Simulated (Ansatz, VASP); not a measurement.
## One calculation of Zr, two programs

```xyz
3
Lattice="4.9718 0.0000 0.0000 -2.4859 4.3057 0.0000 0.0000 0.0000 3.1110" Properties=species:S:1:pos:R:3 pbc="T T T"
Zr    2.4859    1.4352    1.5555
Zr    0.0000    2.8704    1.5555
Zr    0.0000    0.0000    0.0000
```

Alike in both runs: functional PBEsol; k mesh 12 × 12 × 14; occupations gaussian, width 0.1 eV; no spin polarisation.

Ansatz relaxed the structure, and its values are those at the end. VASP's run is a single point on that final structure, the one shown.

```csv
,VASP,Ansatz
version,VASP 6.6.1,Ansatz 0.2.0
potentials or method,"VASP PAW PBE potentials, release 64 (Zr_sv)","scalar-relativistic, plane waves, PAW"
plane-wave cutoff (eV),520,420
valence electrons in the cell,36,36
```

|  | VASP | Ansatz | Ansatz less VASP |
| --- | --- | --- | --- |
| gap on the k mesh at the Fermi level (eV) | none | none | - |
| pressure (GPa) | 0.1 | 0.0 | -0.08 |

A gap of «none» marks a metal or a gap that the smearing closes. With one functional, cell and mesh, what is left measures potentials, basis and numerics.

Caveats: the PAW data sets were made with another functional, which shifts forces and pressure a little (VASP).
